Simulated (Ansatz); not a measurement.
System: fluorite SrF2. Method: r²SCAN (plane waves, PAW; Ansatz, a first-principles code).

Numerical settings: plane-wave cutoff 560 eV, 10×10×10 k mesh, Fermi–Dirac smearing 0.01 eV, scalar-relativistic PAW data made under PBE.

A third-order Birch–Murnaghan fit to the energies gives V0 = 16.177 Å³/atom, B0 = 74.2 GPa, B′ = 4.6.

| V (Å³/atom) | P (GPa) |
|---|---|
| 15.206 | ___ |
| 15.529 | 3.33 |
| 15.853 | ___ |
| 16.177 | 0.00 |
| 16.500 | -1.41 |
| 16.824 | -2.66 |
| 17.147 | ___ |

Task: Estimate the withheld pressures from this fit; the answers are the runs' own values.

Result: 
- 15.206, P (GPa): 5.31
- 15.853, P (GPa): 1.57
- 17.147, P (GPa): -3.78

The formula P = (3/2) B0 (x^(7/3) − x^(5/3)) [1 + (3/4)(B′ − 4)(x^(2/3) − 1)] with x = V0/V meets the computed pressures within 0.02 GPa when these rounded values are put in.

Measured, for comparison: bulk modulus 69 GPa (temperature not stated, not corrected to a static lattice; as tabulated in On the Morphology of Group II Metal Fluoride Nanocrystals at Finite Temperature …). Computed (rounded) less measured: bulk modulus +8 %. A static lattice is as a rule a little smaller and stiffer than an uncorrected measurement, which narrows the difference in the bulk modulus and would widen misses of the other sign.

Computed values are for the static lattice.

It cost very roughly 50 core-seconds of CPU time.
